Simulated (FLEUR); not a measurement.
# Zn (Fm-3m) in FLEUR: a series of runs

One crystal, Zn, is run at these levels: PBEsol; tasks: single point.

Program: FLEUR MaX-R8.1 (later development tree). These are calculated values, not measurements. Logs are shortened: lines on timing, memory, paths and dates and some standing lists are left out, and cuts for length are marked.

## (1) The crystal as given

It takes space group Fm-3m (No. 225, cubic). The conventional cell has a = 3.930 Å, b = 3.930 Å, c = 3.930 Å, α = 90.00°, β = 90.00°, γ = 90.00°. Around Zn (site symmetry m-3m) lie 12 Zn at 2.78 Å.

This isn't the form of Zn at room conditions, which is hcp.

## (2) Single point, PBEsol

inp.xml

```xml
<?xml version="1.0" encoding="UTF-8" standalone="no"?>
<fleurInput fleurInputVersion="0.39">
   <comment>
      Zn                                                                                                  
   </comment>
   <calculationSetup>
      <cutoffs Kmax="4.12" Gmax="12.8" GmaxXC="12.8" numbands="0"/>
      <scfLoop itmax="60" minDistance="0.00001" maxIterBroyd="15" imix="Anderson" alpha="0.05" precondParam="0.0" spinf="2.0" sdNocoIR="T"/>
      <coreElectrons ctail="T" frcor="F" kcrel="0" coretail_lmax="0"/>
      <xcFunctional name="PBEs" relativisticCorrections="F"/>
      <magnetism jspins="1"/>
      <soc l_soc="F" theta="0.0" phi="0.0" spav="F"/>
      <expertModes spex="0" secvar="F"/>
      <geometryOptimization l_f="T" forcealpha="1.0" forcemix="BFGS" epsdisp="0.0005" epsforce="0.0002"/>
      <ldaU l_linMix="F" mixParam="0.05" spinf="1.0"/>
   </calculationSetup>
   <cell>
      <bzIntegration valenceElectrons="20.0" mode="hist" fermiSmearingEnergy="0.00183747">
         <kPointListSelection listName="default-1"/>
         <!-- k-points included here -->
         <xi:include xmlns:xi="http://www.w3.org/2001/XInclude" href="kpts.xml"> </xi:include>
      </bzIntegration>
      <!-- symmetry operations included here -->
      <xi:include xmlns:xi="http://www.w3.org/2001/XInclude" href="sym.xml"> </xi:include>
      <bulkLattice scale="1.0">
         <bravaisMatrix>
            <row-1>    0.0000000000000000     3.7128885361870894     3.7128885361870894</row-1>
            <row-2>    3.7128885361870894     0.0000000000000000     3.7128885361870894</row-2>
            <row-3>    3.7128885361870894     3.7128885361870894     0.0000000000000000</row-3>
         </bravaisMatrix>
      </bulkLattice>
   </cell>
   <atomSpecies>
      <species name="Zinc (Zn)" element="Zn" atomicNumber="30">
         <mtSphere radius="2.38" gridPoints="803" logIncrement="0.015"/>
         <atomicCutoffs lmax="10" lnonsphr="10"/>
         <electronConfig flipSpins="F">
            <coreConfig>(1s1/2) (2s1/2) (2p1/2) (2p3/2)</coreConfig>
            <valenceConfig>(3s1/2) (3p1/2) (3p3/2) (4s1/2) (3d3/2) (3d5/2)</valenceConfig>
         </electronConfig>
         <energyParameters s="4" p="4" d="3" f="4"/>
         <lo type="SCLO" l="0" n="3" eDeriv="0"/>
         <lo type="SCLO" l="1" n="3" eDeriv="0"/>
         <lo type="SCLO" l="1" n="3" eDeriv="1"/>
         <lo type="HELO" l="2" n="4" eDeriv="0"/>
         <lo type="HELO" l="2" n="4" eDeriv="1"/>
         <lo type="SCLO" l="3" n="4" eDeriv="2"/>
      </species>
   </atomSpecies>
   <atomGroups>
      <atomGroup species="Zinc (Zn)">
         <relPos label="                   1">.0000000000 .0000000000 .0000000000</relPos>
         <force calculate="T" relaxXYZ="TTT"/>
      </atomGroup>
   </atomGroups>
   <output dos="F" band="F" slice="F">
      <checks vchk="F" cdinf="F"/>
      <bandDOS minEnergy="-.5*Htr" maxEnergy="0.5*Htr" sigma="0.015" storeEVData="T"/>
      <vacuumDOS vacdos="F" integ="F" star="F" nstars="0" locx1="0.0" locy1="0.0" locx2="0.0" locy2="0.0" nstm="0" tworkf="0.0"/>
      <unfoldingBand unfoldBand="F" supercellX="1" supercellY="1" supercellZ="1"/>
      <plotting iplot="0" polar="F">
         <plot TwoD="T" vec1="  1.0  0.0  0.0" vec2="  0.0  1.0  0.0" vec3="  0.0  0.0  1.0" zero="  0.0  0.0  0.0" file="plot"/>
      </plotting>
      <chargeDensitySlicing numkpt="0" minEigenval="0.0" maxEigenval="0.0" nnne="0" pallst="F"/>
      <specialOutput eonly="F"/>
      <moessbauerParams electricFieldGradient="T" isomerShift="T" coreHyperfine="T" valenceHyperfine="T"/>
      <magneticCircularDichroism mcd="F" energyLo="-10.0" energyUp="0.0"/>
   </output>
  <!-- We include the file relax.xml here to enable relaxations (see documentation) -->
  <xi:include xmlns:xi="http://www.w3.org/2001/XInclude" href="relax.xml"> <xi:fallback/> </xi:include>
</fleurInput>
```

crystal.txt

```
Zn
&input cartesian=F /
0.0000000000  1.9647760000  1.9647760000
1.9647760000  0.0000000000  1.9647760000
1.9647760000  1.9647760000  0.0000000000
1.8897261246
1.0 1.0 1.0

1
30 0.0000000000  0.0000000000  0.0000000000

&kpt div1=12 div2=12 div3=12 gamma=T /
```

Potentials or basis: all-electron, FLAPW.

Command:

```bash
> inpgen -f crystal.txt -profile fastHighL
> # inp.xml edited to the form shown
> fleur_MPI
```

What it wrote:

```text
Welcome to FLEUR        (www.flapw.de)
      MaX-Release 8.1          (www.max-centre.eu)

 ========== k-point set info ==========
 Selected k-point list: default-1
 k-point list type: mesh
 12 x 12 x 12
 Number of k points: 72

 ------------Calculation Setup---------------------------
 Number of MPI-tasks      :            1
 Number of PE/node        :            1
 Number of OMP-threads    :            1
 Most efficient MPI parallelization for:
           1           2           3           4           6           8           9          12          18          24          36          72
 Additional eigenvalue parallelization possible
 Number of basis functions:          171
 Approximate size of matrices (H+S) per k-point:         0.000 GB
 --------------------------------------------------------
 Iteration:     1   Distance:       9.84718132 me/bohr^3
 Iteration:     2   Distance:       8.02068848 me/bohr^3
 Iteration:     3   Distance:       3.58524532 me/bohr^3
 Iteration:     4   Distance:       2.44897782 me/bohr^3
 Iteration:     5   Distance:       2.16794698 me/bohr^3
 Iteration:     6   Distance:       0.28553909 me/bohr^3
 Iteration:     7   Distance:       0.33462917 me/bohr^3
 Iteration:     8   Distance:       0.00737190 me/bohr^3
 Iteration:     9   Distance:       0.00937802 me/bohr^3
 Iteration:    10   Distance:       0.00074971 me/bohr^3
 Iteration:    11   Distance:       0.00025426 me/bohr^3
 Iteration:    12   Distance:       0.00001974 me/bohr^3
 Iteration:    13   Distance:       0.00000305 me/bohr^3

 ********************************************************************
 Run finished successfully
 Stop message:
   Structural relaxation: Done
 ********************************************************************
```

out.xml (last iteration):

```text
<iteration numberForCurrentRun="   14" overallNumber="   14">
         <energyParameters units="Htr">
            <atomicEP atomType="1" spin="1" branch="4s" branchLowest="-4.37" branchHighest="1.12" value="0.0867182327"/>
            <atomicEP atomType="1" spin="1" branch="4p" branchLowest="-2.69" branchHighest="1.72" value="0.2587000725"/>
            <atomicEP atomType="1" spin="1" branch="3d" branchLowest="-9.99" branchHighest="0.04" value="-0.0056873918"/>
            <atomicEP atomType="1" spin="1" branch="4f" branchLowest="-9.99" branchHighest="3.33" value="0.5985616253"/>
            <loAtomicEP atomType="1" spin="1" branch="3s" branchLowest="-42.16" branchHighest="-4.37" value="-4.3737891480"/>
            <loAtomicEP atomType="1" spin="1" branch="3p" branchLowest="-36.50" branchHighest="-2.69" value="-2.6962432758"/>
            <loAtomicEP atomType="1" spin="1" branch="3p" branchLowest="-36.50" branchHighest="-2.69" value="-2.6962432758"/>
            <heloAtomicEP atomType="1" spin="1" branch="4d" branchLowest="2.13" branchHighest="2.13" value="2.1279939480"/>
            <heloAtomicEP atomType="1" spin="1" branch="4d" branchLowest="2.13" branchHighest="2.13" value="2.1279939480"/>
            <loAtomicEP atomType="1" spin="1" branch="4f" branchLowest="-9.99" branchHighest="3.33" value="0.5985640349"/>
         </energyParameters>
         <eigenvalues>
            <eigenvaluesAt spin="1" ikpt="1" k_x="0.00000000" k_y="0.00000000" k_z="0.00000000">
                      -4.3738626662       -2.6945524939       -2.6945524939       -2.6945524939       -0.1205409740
                      -0.0175266707       -0.0175266707       -0.0175266707       -0.0034059356       -0.0034059356
                       0.9283610082        0.9283610082        0.9283610082        0.9430419003        1.0238420976
                       1.0238420976
            </eigenvaluesAt>
            <eigenvaluesAt spin="1" ikpt="2" k_x="0.00000000" k_y="0.00000000" k_z="0.08333333">
                      -4.3738578455       -2.6946063260       -2.6945615717       -2.6945615717       -0.1128624767
                      -0.0181460733       -0.0166753418       -0.0166753418       -0.0036441257       -0.0036441257
                       0.8149552869        0.9058413202        0.9058413202        0.9368134405        1.0589807213
                       1.0589807213
            </eigenvaluesAt>
            <eigenvaluesAt spin="1" ikpt="3" k_x="0.00000000" k_y="0.00000000" k_z="0.16666667">
                      -4.3738443983       -2.6947516853       -2.6945854856       -2.6945854856       -0.0907663799
                      -0.0187770073       -0.0149675442       -0.0149675442       -0.0035983663       -0.0035983663
                       0.6674322364        0.8722087934        0.8722087934        0.9300414677        1.1218402514
                       1.1218402514
            </eigenvaluesAt>
            <eigenvaluesAt spin="1" ikpt="4" k_x="0.00000000" k_y="0.00000000" k_z="0.25000000">
                      -4.3738259738       -2.6949507872       -2.6946181256       -2.6946181256       -0.0609412669
                      -0.0145797671       -0.0145797671       -0.0120989139       -0.0014750728       -0.0014750728
                       0.5280511938        0.8457622508        0.8457622508        0.9192152548        1.0545362750
                       1.0545362750
            </eigenvaluesAt>
         </eigenvalues>
         <bandgap value="0.0165050790" units="eV"/>
         <sumValenceSingleParticleEnergies value="-24.8213873000" units="Htr"/>
         <FermiEnergy value="0.2584627214" units="Htr"/>
         <valenceDensity>
            <mtCharges spin="1">
               <mtCharge atomType="1" total="18.8784864" s="2.6391039" p="6.4684727" d="9.7597760" f="0.0091340"/>
            </mtCharges>
            <spinDependentCharge spin="1" total="20.0000000" interstitial="1.1215136" mtSpheres="18.8784864"/>
            <totalCharge value="20.0000000000"/>
         </valenceDensity>
         <coreStates atomType="     1" atomicNumber=" 30" spin="1" kinEnergy="   1575.6267143887" eigValSum="  -1001.9753757519" lostElectrons=" 0.000000">
            <state n="1" l="0" j="0.5" energy="-349.3038534511" weight="1.0000000000"/>
            <state n="2" l="0" j="0.5" energy="-42.1560482482" weight="1.0000000000"/>
            <state n="2" l="1" j="0.5" energy="-37.0933501249" weight="1.0000000000"/>
            <state n="2" l="1" j="1.5" energy="-36.2172180259" weight="2.0000000000"/>
         </coreStates>
         <allElectronCharges>
            <spinDependentCharge spin="1" total="30.0000000" interstitial="1.1215136" mtSpheres="28.8784864"/>
            <totalCharge value="30.0000000003"/>
         </allElectronCharges>
         <moessbauerParams unitsHFF="kG" unitsIS="e/bohr^3" unitsEFG="Htr/bohr^2">
            <coreIsomerShift atomType="1" isTotal="24823.01698">
               <shell n="1" l="0" isomerShift="22582.06966"/>
               <shell n="2" l="0" isomerShift="2224.06448"/>
               <shell n="2" l="1" isomerShift="16.88285"/>
            </coreIsomerShift>
            <isomerShift atomType="1" nucleusRadius="0.0000952" averageDensity="25166.05009"/>
            <electricFieldGradient atomType="1" VXX="0.00000" VYY="0.00000" VZZ="0.00000" asymParam="0.00000">
            </electricFieldGradient>
         </moessbauerParams>
         <totalEnergy                                    value="    -1794.7137050379" units="Htr">
            <sumOfEigenvalues                            value="    -1026.7967630519">
               <coreElectrons value="-1001.9753757519"/>
               <valenceElectrons value="-24.8213873000"/>
            </sumOfEigenvalues>
            <densityCoulombPotentialIntegral value="-2762.1227447294"/>
            <densityEffectivePotentialIntegral value="-2854.2067801492"/>
            <chargeDenXCDenIntegral value="-70.2316321652"/>
            <FockExchangeEnergyValence value="0.0000000000"/>
            <FockExchangeEnergyCore value="0.0000000000"/>
            <atomTypeDependentContributions atomType="1">
               <electronNucleiInteractionDifferentMTs value="2160.0812467988"/>
               <MadelungTerm value="-10.7494708065"/>
            </atomTypeDependentContributions>
            <tkbTimesEntropy value="0.0001225603"/>
            <freeEnergy value="-1794.7138275982"/>
            <extrapolationTo0K value="-1794.7137663180"/>
         </totalEnergy>
         <totalForcesOnRepresentativeAtoms units="Htr/bohr">
            <forceTotal atomType="1" x="0.000000" y="0.000000" z="0.000000" F_x="0.00000000" F_y="0.00000000" F_z="0.00000000"/>
         </totalForcesOnRepresentativeAtoms>
      </iteration>
```

It took 18 s on 1 thread of AMD EPYC 9R45 (Zen 5), shared host; peak memory 0.07 GiB.

What came out:

```
Free energy                                           : -48836.6512 eV
Band gap on the k mesh                                : none (metal or under the smearing width)
Valence electrons inside the program's atomic spheres : Zn 18.88 (radii Zn 2.38 bohr)
```

Core levels (eV from the Fermi level):
| atom | levels |
| --- | --- |
| 1 Zn | 1s1/2 -9512.1, 2s1/2 -1154.2, 2p1/2 -1016.4, 2p3/2 -992.6 |

## (3) Single point, PBEsol (cell strained at random at fixed volume)

Edit inp.xml of step 2 so:

```diff
@@ -26,5 +26,5 @@
          <bravaisMatrix>
-            <row-1>    0.0000000000000000     3.7128885361870894     3.7128885361870894</row-1>
-            <row-2>    3.7128885361870894     0.0000000000000000     3.7128885361870894</row-2>
-            <row-3>    3.7128885361870894     3.7128885361870894     0.0000000000000000</row-3>
+            <row-1>    0.0075343380587802     3.7880845181371723     3.7171215227061936</row-1>
+            <row-2>    3.6975382908769636    -0.0081579476798982     3.7328138084448717</row-2>
+            <row-3>    3.6422826989936596     3.7485193222664224     0.0470976442034058</row-3>
          </bravaisMatrix>
@@ -34,3 +34,3 @@
       <species name="Zinc (Zn)" element="Zn" atomicNumber="30">
-         <mtSphere radius="2.38" gridPoints="803" logIncrement="0.015"/>
+         <mtSphere radius="2.38" gridPoints="791" logIncrement="0.016"/>
          <atomicCutoffs lmax="10" lnonsphr="10"/>
```

crystal.txt

```
Zn
&input cartesian=F /
0.0039870000  2.0045680000  1.9670160000
1.9566530000  -0.0043170000  1.9753200000
1.9274130000  1.9836310000  0.0249230000
1.8897261246
1.0 1.0 1.0

1
30 -0.0277730000  0.0115580000  0.0100190000

&kpt div1=12 div2=12 div3=12 gamma=T /
```

Potentials or basis: all-electron, FLAPW.

Command:

```bash
> inpgen -f crystal.txt -profile fastHighL
> # inp.xml edited to the form shown
> fleur_MPI
```

It took 5.9 min on 1 thread of AMD EPYC 9R45 (Zen 5), shared host; peak memory 0.1 GiB.

Results (log left out):

```yaml
Free_energy: -48836.6514 eV
Band_gap_on_the_k_mesh: none (metal or under the smearing width)
Valence_electrons_inside_the_program's_atomic_spheres: Zn 18.88 (radii Zn 2.38 bohr)
```

Levels at points of the mesh, in eV from the Fermi level:
| k point | band 7 | band 8 | band 9 | band 10 | band 11 | band 12 | band 13 | band 14 |
| --- | --- | --- | --- | --- | --- | --- | --- | --- |
| (0.00, 0.00, 0.00) | -7.51 | -7.46 | -7.15 | -7.09 | 17.83 | 18.08 | 18.33 | 19.14 |
| (0.00, 0.00, 0.50) | -7.50 | -6.84 | -6.81 | -2.73 | -1.06 | 14.52 | 15.17 | 17.08 |
| (0.00, 0.50, 0.00) | -7.45 | -6.85 | -6.84 | -2.93 | -1.46 | 14.87 | 15.77 | 17.61 |
| (0.00, 0.50, 0.50) | -6.85 | -6.78 | -6.75 | -0.75 | 2.10 | 8.00 | 8.35 | 11.84 |
| (0.50, 0.00, 0.00) | -7.50 | -6.87 | -6.81 | -2.87 | -1.34 | 15.04 | 15.46 | 17.31 |
| (0.50, 0.00, 0.50) | -6.85 | -6.77 | -6.76 | -1.21 | 1.40 | 8.40 | 9.09 | 12.26 |
| (0.50, 0.50, 0.00) | -6.85 | -6.79 | -6.74 | -0.91 | 1.86 | 8.10 | 8.63 | 11.98 |
| (0.50, 0.50, 0.50) | -7.46 | -6.85 | -6.83 | -2.90 | -1.40 | 14.76 | 15.78 | 17.49 |

Core levels (eV from the Fermi level):
```csv
atom,levels
1 Zn,"1s1/2 -9512.1, 2s1/2 -1154.2, 2p1/2 -1016.4, 2p3/2 -992.6"
```
